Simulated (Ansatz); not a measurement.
# As monolayer: from the cell to its phonons

Task: relax As monolayer, then find its harmonic phonons.

Method: DFT PBE, scalar-relativistic, plane waves, PAW, in Ansatz 0.2.0.

This is a report of a sequence of runs, with most program output left out.

**1. The starting structure**

The cell holds 2 atoms: 2 As. Cell: a = 3.610 Å, b = 3.610 Å, c = 20.000 Å, α = 90.0°, β = 90.0°, γ = 120.0°. Vacuum lies along c.

**2. Relaxation**

Harmonic phonons are second derivatives at a point where the forces vanish, and they are wanted at zero stress, so atoms and cell are relaxed first.

The program solves this slab on a cell height of its own, 26.6 Å, in place of the one typed.

File input.yaml:

```yaml
crystal:
  lattice:
    - [3.61, 0.0, 0.0]
    - [-1.805, 3.12635, 0.0]
    - [0.0, 0.0, 20.0]
  atoms:
    - { symbol: As, position: [0.333333, 0.666667, 0.53475] }
    - { symbol: As, position: [0.666667, 0.333333, 0.46525] }
  periodic: [true, true, false]
kpoints:
  mp_grid: { grid: [9, 9, 1] }
hamiltonian:
  xc: pbe
scf:
  occupations: { method: gaussian, width: 0.02 }
output:
  forces: true
  stress: true
  eigenvalues: true
  write_density: true
  write_potential: true
  elf: true
  volumetric_format: npy
relax:
  adjacent_minimum: "off"
  f_tol: 0.005
  max_steps: 80
  cell: { stress_2d_tol: 0.02 }
```

Started as:

```sh
$ ansatz run input.yaml --threads 8 --pin off --max-ram 14336MiB --backend cpu --events-out ev --progress --plain --runs-dir out
```

It took 4 s on 8 threads of Arm Neoverse V2, shared host; peak memory 0.68 GiB; 27 s of CPU time.

The steps of the relaxation:

```csv
step,energy less that of the first step (eV),largest force component (eV/Å),volume (Å³)
1,0.0000,0.0076,299.99
2,-0.0001,0.0067,299.50
3,-0.0001,0.0203,299.31
4,-0.0001,0.0003,299.40
5*,-0.0001,0.0003,299.40
```

Relaxation steps marked * repeat the geometry before them on a plane-wave basis chosen anew for their cell, so energy and pressure can jump there. Relaxation step 3 was tried and not accepted.

Forces are held to the 12 operations that the run works with; a distortion that breaks them can't arise in this run.

```
cell as run  before  after  change
      a (Å)   3.610  3.607  -0.1 %
      b (Å)   3.610  3.607  -0.1 %
```

The relaxed structure:

```xyz
2
Lattice="3.6065 0.0000 0.0000 -1.8033 3.1233 0.0000 0.0000 0.0000 26.5800" Properties=species:S:1:pos:R:3
As    0.0000    2.0822   10.6952
As    1.8033    1.0411    9.3048
```

Numbers from this step:

```
gap on the k-mesh  : 1.639 eV
direct gap on mesh : 1.957 eV
area per atom      : 5.632 Å²
```

ELF in the ac plane at fractional y = 0.333, with atoms of As within 0.2 Å of it. It is the smooth field of the valence electrons, not physical close to the nuclei.

Values, 24 rows by 14 columns, each cell a mean:
```
0.00 0.00 0.00 0.00 0.00 0.00 0.00 0.00 0.00 0.00 0.00 0.00 0.00 0.00
0.00 0.00 0.00 0.00 0.00 0.00 0.00 0.00 0.00 0.00 0.00 0.00 0.00 0.00
0.00 0.00 0.00 0.00 0.00 0.00 0.00 0.00 0.00 0.00 0.00 0.00 0.00 0.00
0.00 0.00 0.00 0.00 0.00 0.00 0.00 0.00 0.00 0.00 0.00 0.00 0.00 0.00
0.00 0.00 0.00 0.00 0.00 0.00 0.00 0.00 0.00 0.00 0.00 0.00 0.00 0.00
0.00 0.00 0.00 0.00 0.00 0.00 0.00 0.00 0.00 0.00 0.00 0.00 0.00 0.00
0.00 0.00 0.00 0.00 0.00 0.00 0.00 0.00 0.00 0.00 0.00 0.00 0.00 0.00
0.00 0.00 0.00 0.00 0.00 0.00 0.00 0.00 0.00 0.00 0.00 0.00 0.00 0.00
0.00 0.00 0.00 0.00 0.00 0.00 0.00 0.00 0.00 0.00 0.00 0.00 0.00 0.00
0.00 0.00 0.00 0.00 0.00 0.00 0.00 0.00 0.00 0.00 0.00 0.00 0.00 0.00
0.00 0.00 0.00 0.00 0.00 0.00 0.00 0.00 0.00 0.00 0.00 0.00 0.00 0.00
0.01 0.02 0.02 0.02 0.01 0.01 0.00 0.00 0.00 0.00 0.00 0.00 0.00 0.00
0.16 0.25 0.29 0.27 0.20 0.11 0.05 0.02 0.01 0.00 0.01 0.01 0.03 0.07
0.53 0.63 0.67 0.65 0.57 0.42 0.24 0.12 0.07 0.05 0.05 0.09 0.17 0.33
0.56 0.53 0.51 0.52 0.55 0.56 0.52 0.46 0.40 0.37 0.38 0.43 0.49 0.55
0.52 0.33 0.22 0.27 0.45 0.60 0.64 0.55 0.36 0.30 0.31 0.47 0.62 0.63
0.38 0.13 0.04 0.08 0.27 0.58 0.77 0.83 0.84 0.84 0.84 0.84 0.80 0.69
0.07 0.02 0.01 0.01 0.04 0.15 0.32 0.45 0.54 0.58 0.57 0.49 0.37 0.22
0.00 0.00 0.00 0.00 0.00 0.01 0.02 0.03 0.05 0.06 0.06 0.04 0.02 0.01
0.00 0.00 0.00 0.00 0.00 0.00 0.00 0.00 0.00 0.00 0.00 0.00 0.00 0.00
0.00 0.00 0.00 0.00 0.00 0.00 0.00 0.00 0.00 0.00 0.00 0.00 0.00 0.00
0.00 0.00 0.00 0.00 0.00 0.00 0.00 0.00 0.00 0.00 0.00 0.00 0.00 0.00
0.00 0.00 0.00 0.00 0.00 0.00 0.00 0.00 0.00 0.00 0.00 0.00 0.00 0.00
0.00 0.00 0.00 0.00 0.00 0.00 0.00 0.00 0.00 0.00 0.00 0.00 0.00 0.00
```
Columns run along a (3.6 Å), rows up along c (26.6 Å). Atoms in or near the plane, at fractional coordinates: As at (0.67, 0.35).

Electrostatic potential energy in the ac plane at fractional y = 0.333, with atoms of As within 0.2 Å of it. With pseudopotentials it is smooth inside the atoms' cores, unlike the true potential.

Ten even steps from '_' (-11 eV) to '@' (0 eV), each cell a mean:
```
@@@@@@@@@@@@@@@@@@@@@@@@@@@@
@@@@@@@@@@@@@@@@@@@@@@@@@@@@
@@@@@@@@@@@@@@@@@@@@@@@@@@@@
@@@@@@@@@@@@@@@@@@@@@@@@@@@@
@@@@@@@@@@@@@@@@@@@@@@@@@@@@
@@@@@@@@@@@@@@@@@@@@@@@@@@@@
@@@@@@@@@@@@@@@@@@@@@@@@@@@@
@@@@@@@@@@@@@@@@@@@@@@@@@@@@
@@@@@@@@@@@@@@@@@@@@@@@@@@@@
@@@@@@@@@@@@@@@@@@@@@@@@@@@@
@@@@@@@@@@@@@@@@@@@@@@@@@@@@
@@@@@@@@@@@@@@@@@@@@@@@@@@@@
@@@@@@@@@@@@@@@@@@@@@@@@@@@@
##**++++**##%%%%%%@@@@%%%%%%
--::....::====----::------==
==**####++..____**####::____
%%%%@@@@%%##**==------==++**
@@@@@@@@@@@@@@@@@@@@@@@@@@@@
@@@@@@@@@@@@@@@@@@@@@@@@@@@@
@@@@@@@@@@@@@@@@@@@@@@@@@@@@
@@@@@@@@@@@@@@@@@@@@@@@@@@@@
@@@@@@@@@@@@@@@@@@@@@@@@@@@@
@@@@@@@@@@@@@@@@@@@@@@@@@@@@
@@@@@@@@@@@@@@@@@@@@@@@@@@@@
```
Columns run along a (3.6 Å; values clipped at the 3rd and 97th percentile), rows up along c (26.6 Å). Atoms in or near the plane, at fractional coordinates: As at (0.67, 0.35).

Valence density in the ac plane at fractional y = 0.333, with atoms of As within 0.2 Å of it. It is the smooth field of the valence electrons, not physical close to the nuclei.

Values in e/Å³, 24 rows by 14 columns, each cell a mean:
```
 0  0  0  0  0  0  0  0  0  0  0  0  0  0
 0  0  0  0  0  0  0  0  0  0  0  0  0  0
 0  0  0  0  0  0  0  0  0  0  0  0  0  0
 0  0  0  0  0  0  0  0  0  0  0  0  0  0
 0  0  0  0  0  0  0  0  0  0  0  0  0  0
 0  0  0  0  0  0  0  0  0  0  0  0  0  0
 0  0  0  0  0  0  0  0  0  0  0  0  0  0
 0  0  0  0  0  0  0  0  0  0  0  0  0  0
 0  0  0  0  0  0  0  0  0  0  0  0  0  0
 0  0  0  0  0  0  0  0  0  0  0  0  0  0
 0  0  0  0  0  0  0  0  0  0  0  0  0  0
 0  0  0  0  0  0  0  0  0  0  0  0  0  0
 0  0  0  0  0  0  0  0  0  0  0  0  0  0
 0  0  0  0  0  0  0  0  0  0  0  0  0  0
 0  0  0  0  0  0  0  0  1  1  1  0  0  0
 0  0  0  0  0  0  1  3 10 17 14  5  1  0
 0  0  0  0  0  0  0  0  1  1  1  0  0  0
 0  0  0  0  0  0  0  0  0  0  0  0  0  0
 0  0  0  0  0  0  0  0  0  0  0  0  0  0
 0  0  0  0  0  0  0  0  0  0  0  0  0  0
 0  0  0  0  0  0  0  0  0  0  0  0  0  0
 0  0  0  0  0  0  0  0  0  0  0  0  0  0
 0  0  0  0  0  0  0  0  0  0  0  0  0  0
 0  0  0  0  0  0  0  0  0  0  0  0  0  0
```
Columns run along a (3.6 Å), rows up along c (26.6 Å). Atoms in or near the plane, at fractional coordinates: As at (0.67, 0.35).

**3. Bringing the structure to rest**

The relaxation is repeated from its end on the same settings, as a check that it has come to rest.

input.yaml, the sections that differ from step 2:

```yaml
crystal:
  lattice:
    - [3.6065035403, 0.0, 0.0]
    - [-1.8032517702, 3.1233236847, 0.0]
    - [0.0, 0.0, 26.58]
  atoms:
    - { symbol: As, position: [0.3333333333, 0.6666666667, 0.4023768301] }
    - { symbol: As, position: [0.6666666667, 0.3333333333, 0.3500686176] }
  periodic: [true, true, false]
# kpoints, hamiltonian, scf, output, relax: as in step 2
```

Elapsed: 2.1 s, on 8 threads; peak memory 0.67 GiB; 13 s of CPU time.

Little changed from the start: no atom moved by 0.005 Å and no cell edge by 0.1 %.

**4. Tight relaxation**

Phonons need a cell at rest on their own settings, so the relaxation is repeated with tight tolerances on forces and stress, using the mesh and the filling of the phonon run that follows.

input.yaml: that of step 3 with these lines changed.

```diff
@@ -14,3 +14,3 @@
 scf:
-  occupations: { method: gaussian, width: 0.02 }
+  occupations: { method: fixed }
 output:
@@ -25,4 +25,4 @@
   adjacent_minimum: "off"
-  f_tol: 0.005
-  max_steps: 80
-  cell: { stress_2d_tol: 0.02 }
+  f_tol: 0.001
+  max_steps: 60
+  cell: { stress_2d_tol: 0.002 }
```

Wall time 4.1 s (8 threads); peak memory 0.67 GiB; 27 s of CPU time.

Little changed from the start: no atom moved by 0.005 Å and no cell edge by 0.1 %.

This step gave:

```
gap on the k-mesh  : 1.637 eV
direct gap on mesh : 1.959 eV
area per atom      : 5.63 Å²
```

Electrostatic potential energy in the ac plane at fractional y = 0.333, with atoms of As within 0.2 Å of it. With pseudopotentials it is smooth inside the atoms' cores, unlike the true potential.

Values in eV, 24 rows by 14 columns, each cell a mean:
```
  0   0   0   0   0   0   0   0   0   0   0   0   0   0
  0   0   0   0   0   0   0   0   0   0   0   0   0   0
  0   0   0   0   0   0   0   0   0   0   0   0   0   0
  0   0   0   0   0   0   0   0   0   0   0   0   0   0
  0   0   0   0   0   0   0   0   0   0   0   0   0   0
  0   0   0   0   0   0   0   0   0   0   0   0   0   0
  0   0   0   0   0   0   0   0   0   0   0   0   0   0
  0   0   0   0   0   0   0   0   0   0   0   0   0   0
  0   0   0   0   0   0   0   0   0   0   0   0   0   0
  0   0   0   0   0   0   0   0   0   0   0   0   0   0
  0   0   0   0   0   0   0   0   0   0   0   0   0   0
  0   0   0   0   0   0   0   0   0   0   0   0   0   0
  0   0   0   0   0   0   0   0   0   0   0   0   0   0
 -3  -4  -5  -5  -4  -3  -2  -1  -1  -1  -1  -1  -2  -2
 -7  -8  -9  -9  -8  -6  -6  -7  -7  -8  -8  -7  -7  -6
 -6  -4  -3  -3  -5  -9 -11 -10  -4  -2  -3  -8 -11 -10
 -2  -1  -1  -1  -1  -3  -4  -6  -7  -7  -7  -6  -5  -3
  0   0   0   0   0   0   0   0   0   0   0   0   0   0
  0   0   0   0   0   0   0   0   0   0   0   0   0   0
  0   0   0   0   0   0   0   0   0   0   0   0   0   0
  0   0   0   0   0   0   0   0   0   0   0   0   0   0
  0   0   0   0   0   0   0   0   0   0   0   0   0   0
  0   0   0   0   0   0   0   0   0   0   0   0   0   0
  0   0   0   0   0   0   0   0   0   0   0   0   0   0
```
Columns run along a (3.6 Å; values clipped at the 3rd and 97th percentile), rows up along c (26.6 Å). Atoms in or near the plane, at fractional coordinates: As at (0.67, 0.35).

ELF in the ac plane at fractional y = 0.333, with atoms of As within 0.2 Å of it. It is the smooth field of the valence electrons, not physical close to the nuclei.

Ten even steps from '0' (0.00) to '9' (0.84), each cell a mean:
```
00000000000000
00000000000000
00000000000000
00000000000000
00000000000000
00000000000000
00000000000000
00000000000000
00000000000000
00000000000000
00000000000000
00000000000000
12332100000000
67776421000123
66666665444556
63235776433577
41003699999998
00000135666542
00000000000000
00000000000000
00000000000000
00000000000000
00000000000000
00000000000000
```
Columns run along a (3.6 Å), rows up along c (26.6 Å). Atoms in or near the plane, at fractional coordinates: As at (0.67, 0.35).

Valence density in the ac plane at fractional y = 0.333, with atoms of As within 0.2 Å of it. It is the smooth field of the valence electrons, not physical close to the nuclei.

Ten steps, logarithmic in the rise over the least value, from '_' (0 e/Å³) to '@' (17 e/Å³), each cell a mean:
```
____________________________
____________________________
____________________________
____________________________
____________________________
____________________________
____________________________
____________________________
____________________________
____________________________
____________________________
____________________________
____________________________
..........__________________
::::::::::::::::::----::::::
..........::--**%%@@@@##==::
____________..::------::....
____________________________
____________________________
____________________________
____________________________
____________________________
____________________________
____________________________
```
Columns run along a (3.6 Å), rows up along c (26.6 Å). Atoms in or near the plane, at fractional coordinates: As at (0.67, 0.35).

The largest force component left is 0.0025 meV/Å, within the tolerances set.

**5. The dispersion**

Stability and thermal properties need the whole zone. Linear response on a 3×3×1 q mesh gives force constants as far as a supercell of that size would.

File input.yaml:

```yaml
crystal:
  lattice:
    - [3.6058536315, 0.0, 0.0]
    - [-1.8029268158, 3.1227608472, 0.0]
    - [0.0, 0.0, 26.58]
  atoms:
    - { symbol: As, position: [0.3333333333, 0.6666666667, 0.4023796424] }
    - { symbol: As, position: [0.6666666667, 0.3333333333, 0.3500658053] }
  periodic: [true, true, false]
kpoints:
  mp_grid: { grid: [9, 9, 1] }
hamiltonian:
  xc: pbe
scf:
  occupations: { method: fixed }
output:
  eigenvalues: true
phonons:
  method: dfpt
  dielectric: true
  raman: true
  qmesh: [3, 3, 1]
  temperatures: { t_max: 1000, t_step: 50 }
  qpath:
    path:
      - [0.0, 0.0, 0.0]
      - [0.5, 0.0, 0.0]
      - [0.33333333, 0.33333333, 0.0]
      - [0.0, 0.0, 0.0]
    npoints: 10
  isolated: true
```

It took 4.7 min on 8 threads; peak memory 3.5 GiB; 36 min of CPU time.

This step gave:

- sum-rule residual before enforcement: 9.56e-6 eV/Å²
- miss of the charge sum rule: 0.004207 e
- estimated error of the dielectric tensor: 0.01191
- estimated error of the Born charges: 0.01816 e
- lowest frequency on the path: 0 cm⁻¹
- point group: -3m
- highest frequency on the path or at a solved wavevector: 302.9 cm⁻¹
- mean frequency: 153.8 cm⁻¹
- highest optical mode at the zone centre (no LO-TO term): 302.9 cm⁻¹
- lowest optical zone-centre mode: 235.8 cm⁻¹
- largest Born charge (third of the trace): 0 e
- lowest mode on the q mesh (acoustic modes at Γ apart): 43.25 cm⁻¹
- zero-point energy per atom: 28.58 meV
- heat capacity at 300 K: 23.51 J/(mol atoms K)
- vibrational entropy at 300 K: 38.91 J/(mol atoms K)
- edges of the widest gap between branches, on path and mesh: 118.6, 214.2 cm⁻¹

High-frequency dielectric tensor, averaged over the cell of height 26.6 Å or as lengthened by the program, vacuum included. Tensor:

|  | x | y | z |
| --- | --- | --- | --- |
| x | 3.198 | 0 | 0 |
| y | 0 | 3.198 | 0 |
| z | 0 | 0 | 1.151 |

The Born charge (rows field, columns displacement) vanishes on all sites.

Activity x (w_L - w)^4 (n + 1)/w, 532 nm, 300 K; the tensors are static ones, while 532 nm light lies above the computed direct gap, where resonance would change the heights. Raman lines, with heights relative to the strongest:

```
position (cm⁻¹)  label  relative intensity
            236     Eg                 100
            303    A1g                  72
```

Frequencies (cm⁻¹) solved at each irreducible wavevector; negative means imaginary. Frequencies by wavevector, by row:

```csv
q in reciprocal lattice units,star,mode 1,mode 2,mode 3,mode 4,mode 5,mode 6
0 0 0,1,0,0,0,235.8,235.8,302.9
0 0.3333 0,6,43.2,64.2,107.2,219.7,227.1,265
0.3333 0.3333 0,2,74.6,74.6,118.6,214.2,231,231
```

Interpolated from a 3×3×1 q mesh. Phonon branches along the path, in cm⁻¹:

| point | branch 1 | branch 2 | branch 3 | branch 4 | branch 5 | branch 6 |
| --- | --- | --- | --- | --- | --- | --- |
| Γ | 0 | 0 | 0 | 236 | 236 | 303 |
| halfway | 30 | 57 | 96 | 225 | 233 | 274 |
| M | 66 | 69 | 98 | 216 | 220 | 262 |
| halfway | 70 | 76 | 105 | 215 | 222 | 250 |
| K | 75 | 75 | 119 | 214 | 231 | 231 |
| halfway | 37 | 74 | 96 | 221 | 235 | 265 |
| Γ | 0 | 0 | 0 | 236 | 236 | 303 |

Tetrahedra on a 21×21×1 mesh, mean over bins of 5 cm-1. Interpolated from a 3×3×1 q mesh. The phonon density of states by wavenumber; read off at these points:

wavenumber (cm⁻¹), phonon density of states (1/cm⁻¹/cell) and a bar:
```
        2     0.0015 
       18     0.0115 ####
       32     0.0169 #####
       48     0.0227 #######
       58     0.0310 ##########
       68     0.0742 #######################
       72     0.0390 ############
       88     0.0216 #######
      102     0.0716 ######################
      118     0.0052 ##
      132     0.0000 
      148     0.0000 
      158     0.0000 
      172     0.0000 
      188     0.0000 
      202     0.0000 
      218     0.0974 ##############################
      232     0.0689 #####################
      248     0.0160 #####
      258     0.0306 #########
      262     0.0412 #############
      272     0.0118 ####
      288     0.0072 ##
      302     0.0028 #
```

Second derivatives of the energy by pair, one row for each kind of neighbour of each atom listed. Each entry sums the pair over the periodic images of the supercell that the q mesh stands for, and in a polar crystal it holds the long-range dipole part too. Force constants by pair, by row:

| atom | neighbour | distance (Å) | third of the trace (eV/Å²) | along the pair's line (eV/Å²) |
| --- | --- | --- | --- | --- |
| As1 | itself | 0 | 8.592 | – |
| As1 | As | 2.504 | -2.889 | -6.921 |
| As1 | As | 3.606 | 0.1279 | -0.3759 |
| As1 | As | 4.39 | -0.006 | -0.0151 |
| As1 | As | 5.681 | -0.2102 | -0.254 |
| As1 | As | 6.246 | -0.0215 | -0.0588 |
| As2 | itself | 0 | 8.592 | – |
| As2 | As | 2.504 | -2.889 | -6.921 |
| As2 | As | 3.606 | 0.1279 | -0.3759 |
| As2 | As | 4.39 | -0.006 | -0.0151 |
| As2 | As | 5.681 | -0.2102 | -0.254 |
| As2 | As | 6.246 | -0.0215 | -0.0588 |

Harmonic thermodynamic functions per atom, from the density of states. Interpolated from a 3×3×1 q mesh. Thermodynamic functions, by row:

```csv
T (K),F_vib (meV/atom),S (J/mol-atom/K),C_V (J/mol-atom/K)
0,28.58,0,0
100,21.03,16.11,16.47
200,-3.16,29.65,21.98
300,-38.96,38.91,23.51
400,-83,45.76,24.11
500,-133.3,51.18,24.39
600,-188.8,55.64,24.55
700,-248.4,59.43,24.64
800,-311.8,62.73,24.71
900,-378.3,65.64,24.75
1000,-447.7,68.25,24.78
```

Symmetry leaves 3 wavevectors to solve. The lowest mode among them, the acoustic zeros apart, lies at q = (0, 0.333, 0) and is real, 43.2 cm⁻¹.

**6. Outcome**

```
space group after relaxation (within 0.01 Å)            : P-3m1
area per atom                                           : 5.63 Å²
gap on the k-mesh                                       : 1.64 eV
highest optical mode at the zone centre (no LO-TO term) : 303 cm⁻¹
lowest optical zone-centre mode                         : 236 cm⁻¹
largest Born charge (third of the trace)                : 0 e
lowest mode on the q mesh (acoustic modes at Γ apart)   : 43.2 cm⁻¹
highest frequency on the path or at a solved wavevector : 303 cm⁻¹
zero-point energy per atom                              : 28.6 meV
heat capacity at 300 K                                  : 23.5 J/(mol atoms K)
vibrational entropy at 300 K                            : 38.9 J/(mol atoms K)
imaginary modes on the 3×3×1 q mesh                     : none
```

**Reading.** The structure is a minimum as far as tested: no mode is imaginary at the 3 irreducible wavevectors of the 3×3×1 mesh, and the softest away from the acoustic zeros lies at 43 cm⁻¹. The optical modes at Γ span 236 to 303 cm⁻¹. No mode is infrared active. Averaged over orientations, the strongest Raman line at 532 nm and 300 K is at 236 cm⁻¹. The tensors are the static, non-resonant ones, while 532 nm light (2.33 eV) lies above the computed gap. On the path and the mesh, the widest gap between branches runs from 119 to 214 cm⁻¹. In a sheet or slab the interpolated bending branch near Γ is rough, since the rotational sum rule isn't imposed. Dielectric tensors refer to the cell with its vacuum. The starting cell was built on a prototype and not taken from a measurement. These are harmonic frequencies at zero temperature: anharmonic shifts, linewidths and thermal expansion are left out.

[Logs are printed without paths, hosts, clocks, repeated set-up lines and the standing remarks that a program may print on its own settings, such as how far it seeks lower states.]

[Hosts, paths, dates, database ids (printed as entryN), source tags and the programs' standing remarks are cut or masked in the printed files.]
